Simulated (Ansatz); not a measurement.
**A series in space group Fm-3m**

All 4 crystals share space group Fm-3m (No. 225) and the same kinds of sites, 2 atoms in the primitive cell. They are database entries and needn't be the stable phases. The set is a selection: crystals with unstable modes on a coarse mesh or in a metal were left out. Cells are relaxed by PAW under the functional.

Quantity: harmonic phonons by finite displacements (no LO-TO term; negative means unstable), on a 2×2×2 q mesh. Level: PBEsol, all-electron LAPW in Ansatz 0.2.0, scalar-relativistic.

```json
{"crystal": "KCl", "cell (conventional)": "a = 6.243 Å", "k mesh": "6×6×6", "smearing (eV)": "none"}
{"crystal": "KI", "cell (conventional)": "a = 7.005 Å", "k mesh": "6×6×6", "smearing (eV)": "none"}
{"crystal": "LiH", "cell (conventional)": "a = 3.981 Å", "k mesh": "8×8×8", "smearing (eV)": "none"}
{"crystal": "LiF", "cell (conventional)": "a = 4.008 Å", "k mesh": "10×10×10", "smearing (eV)": "none"}
```

Question: Rank them by lowest at L, lowest first.
A. KI
B. LiH
C. LiF
D. KCl

Answer: A (51.1 cm⁻¹), D (100 cm⁻¹), C (208 cm⁻¹), B (285 cm⁻¹).

All values:

```csv
crystal,highest mode (cm⁻¹),lowest at L (cm⁻¹),lowest at X (cm⁻¹),highest at Γ (cm⁻¹)
KCl,154,100,57.9,138
KI,128,51.1,28.2,99.3
LiH,1052,285,323,619
LiF,596,208,242,299
```
